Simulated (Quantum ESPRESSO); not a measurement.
Crystal: BaS.

```
CELL_PARAMETERS angstrom
0.00000 3.19375 3.19375
3.19375 0.00000 3.19375
3.19375 3.19375 0.00000
ATOMIC_POSITIONS crystal
Ba 0.00000 0.00000 0.00000
S 0.50000 0.50000 0.50000
```

| Item | Value |
| --- | --- |
| Program | Quantum ESPRESSO 7.5 |
| Task | phonons |
| Functional | revPBE |
| Dispersion | D3(BJ) |
| Potentials or basis | SG15 PBE 1.2 |
| Cutoff | 707 eV |
| Density cutoff | 2830 eV |
| k mesh | 4 × 4 × 4, shifted |
| Occupations | fermi-dirac, width 0.05 eV |
| Spin | collinear spin, ferromagnetic start |
| Starting moments | [0.5, 0.0] μB |
| Mixing beta | 0.3 |
| Most SCF iterations | 120 |
| SCF threshold | 4e-10 Ry |

The cell and the atoms were relaxed first, to 32.00 Å³/atom (a = 4.490 Å, b = 4.490 Å, c = 4.490 Å, α = 60.00°, β = 60.00°, γ = 60.00°), and the response was taken there.

The first run showed a gap, so the response started from a second, tighter run with fixed occupations.

At Γ the optical frequencies without the macroscopic field are 149 149 149 cm⁻¹, at a pressure of 0.0 GPa.

Problem. How do the modes respond when the cell is scaled evenly, at fixed shape?

Solution. The highest of these modes has a Grüneisen parameter of 2.26 and moves by +7.8 cm⁻¹ per GPa. None of the listed modes softens on compression. The pressures give a bulk modulus of about 44 GPa.

Frequencies at 99 % and 101 % of the volume (pressures 0.4 and -0.4 GPa), ions relaxed:
| mode | 99 % (cm⁻¹) | 101 % (cm⁻¹) | Grüneisen parameter |
| --- | --- | --- | --- |
| 4 | 152.6 | 145.8 | 2.26 |
| 5 | 152.6 | 145.8 | 2.26 |
| 6 | 152.6 | 145.8 | 2.26 |

Modes are matched by their order; those that don't vary smoothly over the three volumes are left out.

Caveat: the potentials were made for another functional, which shifts forces and pressure.
